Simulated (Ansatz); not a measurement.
# BN (R3m) at 2 levels of theory

One geometry, relaxed with PBE; plane waves with PAW potentials in Ansatz, scalar-relativistic. No spin polarisation. Gaps are the least over mesh and band path; pressure is positive in compression.

```xyz
6
Lattice="1.2786 0.7382 6.3169 -1.2786 0.7382 6.3169 0.0000 -1.4764 6.3169" Properties=species:S:1:pos:R:3 pbc="T T T"
B     0.0000    0.0000   14.4809
B     0.0000    0.0000   10.2609
B     0.0000    0.0000    6.0514
N     0.0000    0.0000   12.8980
N     0.0000    0.0000    4.4692
N     0.0000    0.0000    8.6911
```

| level | cutoff (eV) | k mesh | gap (eV) | pressure (GPa) |
| --- | --- | --- | --- | --- |
| PBE | 420 | 12×12×12 | 5.53 | 0.0 |

Question: What comes out on the same cell with r2SCAN?

Answer:
| level | cutoff (eV) | k mesh | gap (eV) | pressure (GPa) |
| --- | --- | --- | --- | --- |
| r2SCAN | 500 | 12×12×12 | 6.09 | -4.7 |

The cell was found from a structure generator's guess, not taken from experiment.
